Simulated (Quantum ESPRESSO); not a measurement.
SrO:

```
Sr O
1.0
     0.00000    2.56630    2.56630
     2.56630    0.00000    2.56630
     2.56630    2.56630    0.00000
Sr O
1 1
Direct
  0.50000 0.50000 0.50000
  0.00000 0.00000 0.00000
```

```yaml
Program: Quantum ESPRESSO 7.5
Task: phonons
Functional: PBE
Potentials_or_basis: PseudoDojo 0.4 SR PBE stringent
Cutoff: 1252 eV
Density_cutoff: 5007 eV
k_mesh: 4 × 4 × 4, shifted
Occupations: fermi-dirac, width 0.05 eV
Spin: no spin polarisation
Mixing_beta: 0.5
Most_SCF_iterations: 120
SCF_threshold: 4e-10 Ry
```

The first run showed a gap, so the response started from a second, tighter run with fixed occupations.

The run gives a transverse optical frequency of 212 cm⁻¹, an electronic dielectric constant of 3.76 and Born charges of ±2.45 e.

Task: What are the longitudinal frequency and the static dielectric constant?

Result: The longitudinal mode lies at 466 cm⁻¹, 254 cm⁻¹ over the transverse one, and the static constant is 18.19. The two agree with the Lyddane-Sachs-Teller relation: (466/212)² = 4.83 and 18.19/3.76 = 4.84.

Caveat: the cell is more than 3 GPa from zero pressure, which shifts response properties.
